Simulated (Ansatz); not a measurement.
The cell is COD entry 9008814, as deposited and not checked against the literature; nothing was relaxed.

An input for ZnCu and the output that it gave: DFT, PBE, all-electron LAPW, scalar-relativistic (Ansatz 0.2.0).

Command: `ansatz run input.yaml --threads 1 --pin off --max-ram 2048MiB --backend cpu --events-out ev --progress --plain --runs-dir out` The run took 44 s on 1 thread of Intel(R) Xeon(R) Platinum 8259CL CPU @ 2.50GHz (Skylake/Cascade Lake), on a shared host.

```yaml
crystal:
  lattice:
    - [2.945, 0.0, 0.0]
    - [0.0, 2.945, 0.0]
    - [0.0, 0.0, 2.945]
  atoms:
    - { symbol: Zn, position: [0.5, 0.5, 0.5] }
    - { symbol: Cu, position: [0.0, 0.0, 0.0] }
kpoints:
  mp_grid: { grid: [14, 14, 14] }
  band_path:
    path:
      - [0.0, 0.0, 0.0]
      - [0.0, 0.5, 0.0]
      - [0.5, 0.5, 0.0]
      - [0.0, 0.0, 0.0]
      - [0.5, 0.5, 0.5]
      - [0.0, 0.5, 0.0]
      - [0.5, 0.5, 0.5]
      - [0.5, 0.5, 0.0]
    npoints: 14
scf:
  occupations: { method: fermi_dirac, width: 0.05 }
hamiltonian:
  xc: pbe
  pseudopotentials: { kind: all_electron, lapw: { basis_error: 0.0005 } }
output:
  forces: true
  stress: true
  eigenvalues: true
  fatbands: true
  populations: true
  dos: { projected: true, de: 0.2, e_range: [-14, 8] }
```

The log:

```
Zn: projections on atomic orbitals take those of the free atom 1s2 2s2 2p6 3s2 3p6 3d10 4s2, of charge +0.00 (hamiltonian.pseudopotentials.projection_atoms)
Cu: projections on atomic orbitals take those of the free atom 1s2 2s2 2p6 3s2 3p6 3d10 4s1, of charge +0.00 (hamiltonian.pseudopotentials.projection_atoms)
LAPW: plane waves up to 9.140 Å⁻¹, error target 5.0e-4 eV per atom; small_component_spin mean_spin; Cu in spheres of 1.276 Å, 19 of its electrons in bands, Dirac shells []; Zn in spheres of 1.274 Å, 20 of its electrons in bands, Dirac shells []
Engine: ansatz 0.2.0
Pseudopotentials: kind: all_electron
Pseudopotential: Zn, LAPW, valence charge 20, Koelling and Harmon's equation, gaussian nucleus
Pseudopotential: Cu, LAPW, valence charge 19, Koelling and Harmon's equation, gaussian nucleus
Functional definition: PBE
  parameter kappa = 0.804
  parameter beta = 0.06672455060314922
  exchange = pbe_x(kappa = kappa, mu = beta*pi^2/3)
  correlation = pbe_c(beta = beta)
Crystal: 2 atoms, lattice volume = 25.542 Å³
Basis set: ecut = 318.2578014005189 eV, 341 PW (Γ), exchange–correlation at level 2
Bands: 24, of which v1, the nominal top of the filled ones, is band 20 counted from 1 (19 counted from 0)
Symmetry: 48 space group operations
Space group: Pm-3m (ITA 221), of the structure as read, at distance tolerance 2.9e-5 Å
k-points: 120 of 2744
Non-local potential: Zn, projectors of the file, none
Non-local potential: Cu, projectors of the file, none
Initial density: superposition of atomic densities (chi_scale 0.1, normalization cell, long waves kept (reshape's long-wave potential 0.00 eV rms))
Initial wavefunctions: plane waves of lowest kinetic energy (no species holds an atomic orbital)
Functional: x = pbe(κ = 0.804, μ = 0.2195149727645171), c = pbe(β = 0.06672455060314922)
iter 1 solved again at ethr=1.02e-3 eV; its pass at ethr=1.00e-1 eV (dr2=3.98e-1 eV) is discarded
SCF iter   1: F=—  HF=-93908.568817 eV  |F-HF|=—  |Δ(HF+E_count)|=         —  Δρ=4.40e-2  dr2=3.99e-1  ethr=1.02e-3  ⟨swp⟩=2.2  Hψ=18329  notcnv=0
preconditioner: auto → none  [metal: Δε(μ)=0.057 eV  Ē_g=11.918 eV  σ=0.050 eV  W_gap=0.28  n_scr=6 (ndim 8)  ℏωp=35.2 eV  f_vac=0.000  D(μ)=0.60/eV (n_scr^D=0)  sad-step TF]
SCF iter   2: F=—  HF=-93910.207748 eV  |F-HF|=—  |Δ(HF+E_count)|=    1.64e0  Δρ=3.58e-2  dr2=4.74e-1  ethr=1.02e-3  ⟨swp⟩=3.0  Hψ=9982  notcnv=0
SCF iter   3: F=—  HF=-93907.781679 eV  |F-HF|=—  |Δ(HF+E_count)|=    2.43e0  Δρ=1.50e-2  dr2=8.96e-2  ethr=1.02e-3  ⟨swp⟩=2.6  Hψ=8761  notcnv=0
SCF iter   4: F=—  HF=-93907.531179 eV  |F-HF|=—  |Δ(HF+E_count)|=   2.51e-1  Δρ=9.10e-3  dr2=2.13e-2  ethr=2.30e-4  ⟨swp⟩=3.0  Hψ=9054  notcnv=0
iter 5 solved again at ethr=2.33e-6 eV; its pass at ethr=5.47e-5 eV (dr2=9.08e-4 eV) is discarded
SCF iter   5: F=—  HF=-93907.498811 eV  |F-HF|=—  |Δ(HF+E_count)|=   3.24e-2  Δρ=2.28e-3  dr2=9.09e-4  ethr=2.33e-6  ⟨swp⟩=2.0  Hψ=14116  notcnv=0
SCF iter   6: F=—  HF=-93907.496971 eV  |F-HF|=—  |Δ(HF+E_count)|=   1.84e-3  Δρ=1.79e-3  dr2=1.01e-3  ethr=2.33e-6  ⟨swp⟩=2.0  Hψ=8134  notcnv=0
SCF iter   7: F=—  HF=-93907.495822 eV  |F-HF|=—  |Δ(HF+E_count)|=   1.15e-3  Δρ=6.78e-5  dr2=1.56e-6  ethr=2.33e-6  ⟨swp⟩=2.0  Hψ=8137  notcnv=0
SCF iter   8: F=—  HF=-93907.495825 eV  |F-HF|=—  |Δ(HF+E_count)|=   2.42e-6  Δρ=8.47e-5  dr2=2.72e-6  ethr=4.01e-9  ⟨swp⟩=2.8  Hψ=8505  notcnv=0
SCF iter   9: F=—  HF=-93907.495821 eV  |F-HF|=—  |Δ(HF+E_count)|=   3.92e-6  Δρ=9.03e-6  dr2=3.17e-8  ethr=4.01e-9  ⟨swp⟩=2.2  Hψ=8163  notcnv=0
SCF iter  10: F=-93907.495821 eV  HF=-93907.495821 eV  |F-HF|=1.27e-9  |Δ(HF+E_count)|=   3.56e-8  Δρ=8.70e-7  dr2=2.82e-10  ethr=8.12e-11  ⟨swp⟩=2.0  Hψ=8136  notcnv=0
SCF 1 converged in 10 iterations: F = -93907.495821 eV  dr2 = 2.82e-10
NSCF: frozen V_eff on 99 k-points
SCF converged after 10 iterations
Free energy (F): -93907.495821 eV
Harris-Foulkes:  -93907.495821 eV  (|F-HF|=1.27e-9)
Internal energy: -93907.492937 eV  (E = F + TS)
E sigma→0 (E₀):  -93907.494379 eV
Entropy (-TS):   -0.002884 eV (-1.442 meV/atom)
Fermi energy:    16.144248 eV
--- Per-component energies (eV) ---
  E_band       = -873.895783
  E_kinetic    = 95581.648777
  E_xc         = -3791.435578
  E_electrostatic = -185697.706136  (all electrons and nuclei)
  E_smearing   = -0.002884  (= −TS)
  E_closure    = 0.000000  (closes the sum)
  E_atoms      = -93902.447362  (free atoms, spherical and without spin; not in F)
  Σ components = -93907.495821   (vs F -93907.495821, Δ=0.00e0)
  Basis errors (estimates in eV, not in F): energy 1.2e-4 per atom: plane waves 1.1e-4 (5.9e-5 summed), levels above the bands 1.2e-42, relativity 6.3e-9, radial functions 8.6e-6, core shells 1.2e-11; eigenvalues (radial functions only) 9.9e-7; not estimated: angular momenta, meshes, grids; target (lapw.basis_error) 5.0e-4; muffin-tin radii Cu 1.276 Å, Zn 1.274 Å
--- Forces (eV/Å), atoms counted from 1 ---
  atom   1  Zn    -0.00000000     0.00000000     0.00000000
  atom   2  Cu    -0.00000000    -0.00000000    -0.00000000
  max |Σ_I F_I| component: 8.55e-30 eV/Å
--- Stress (GPa, compression-positive) ---
        2.239288      -0.000000       0.000000
       -0.000000       2.239288       0.000000
        0.000000       0.000000       2.239288
  P = ⅓ Tr σ = 2.2393 GPa (22.393 kbar)
--- Band table (eV; the first three rows and the last of 120) ---
  k-point 0: bands = ["-110.1699", "-96.8647", "-64.3221", "-64.3221", "-64.3221", "-54.2360", "-54.2360", "-54.2360", "5.7618", "8.3123", "8.3123", "9.0140", "9.0140", "9.0140", "12.5732", "12.5732", "13.4287", "13.4287", "13.4287", "22.3142", "22.3142", "22.3142", "27.3535", "27.3535"]
  k-point 1: bands = ["-110.1699", "-96.8646", "-64.3223", "-64.3220", "-64.3220", "-54.2365", "-54.2360", "-54.2360", "5.8543", "8.3232", "8.3323", "9.0058", "9.0058", "9.0182", "12.5676", "12.5819", "13.3969", "13.3969", "13.4249", "21.4340", "22.4557", "22.4557", "27.4016", "27.8094"]
  k-point 2: bands = ["-110.1699", "-96.8646", "-64.3230", "-64.3220", "-64.3220", "-54.2379", "-54.2359", "-54.2359", "6.1288", "8.3539", "8.3905", "8.9828", "8.9828", "9.0298", "12.5514", "12.6008", "13.3107", "13.3107", "13.4144", "19.7197", "22.8704", "22.8704", "27.5473", "28.0901"]
  k-point 119: bands = ["-110.1692", "-96.8631", "-64.3263", "-64.3263", "-64.3263", "-54.2443", "-54.2443", "-54.2443", "8.4291", "8.4291", "8.4291", "9.3158", "9.3158", "11.8468", "11.8468", "11.8468", "13.6861", "13.6861", "19.9720", "20.4372", "20.4372", "20.4372", "20.6508", "20.6508"]
--- Löwdin populations: 2 sites ---
  site symbol       q [e]
     0     Zn     29.2289
     1     Cu     29.0669
  spilling = 0.011937 (of n_electrons = 59.000000)
```
